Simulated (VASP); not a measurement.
Runs of VASP 6.6.1 on Pt. It takes space group Im-3m (No. 229, cubic). Conventional cell: a = 3.114 Å, b = 3.114 Å, c = 3.114 Å, α = 90.00°, β = 90.00°, γ = 90.00°. Pt (site symmetry m-3m) has 8 Pt at 2.70 Å as nearest neighbours. This isn't the form of Pt at room conditions, which is fcc.

```tsv
task	level	potentials or basis	cell	k mesh	cutoff (eV)	mesh quality	gap on the mesh (eV)	pressure (GPa)	relaxed volume (Å³/atom)
relaxation of cell and atoms	PBE	VASP PAW PBE potentials, release 64 (Pt)	relaxed	18 × 18 × 18	600	not flagged	none	0.0	15.79
relaxation of cell and atoms	RPBE	VASP PAW PBE potentials, release 64 (Pt)	relaxed	18 × 18 × 18	600	not flagged	none	0.0	16.07
single point	PBEsol	VASP PAW PBE potentials, release 64 (Pt)	as given	18 × 18 × 18	520	not flagged	none	(a)	-
relaxation of cell and atoms	PBEsol	VASP PAW PBE potentials, release 64 (Pt)	relaxed	6 × 6 × 6	600	coarse	none	0.0	(b)
relaxation of cell and atoms	LDA	VASP PAW LDA potentials, release 64 (Pt)	relaxed	18 × 18 × 18	600	not flagged	none	0.0	14.96
relaxation of cell and atoms	PBEsol	VASP PAW PBE potentials, release 64 (Pt)	relaxed	18 × 18 × 18	580	not flagged	none	0.0	15.18
relaxation of cell and atoms	PBE+D3(BJ)	VASP PAW PBE potentials, release 64 (Pt)	relaxed	18 × 18 × 18	600	not flagged	none	0.0	15.30
relaxation of cell and atoms	PBEsol	VASP PAW PBE potentials, release 64 (Pt)	relaxed	18 × 18 × 18	600	not flagged	none	0.0	15.18
```

Alike in all rows: no spin polarisation; smearing gaussian 0.1 eV.

Task: Estimate the missing entries.

Result: (a) 1.4; (b) 15.24.

Caveats: some runs use coarse meshes; the PAW data sets were made with another functional, which shifts forces and pressure a little (some runs); pairwise dispersion overbinds metals, which lowers pressure and volume (some runs).

A k mesh can miss the band edges, and the runs leave out spin-orbit coupling on Pt.

A gap of «none» marks a metal or a gap under the smearing width.
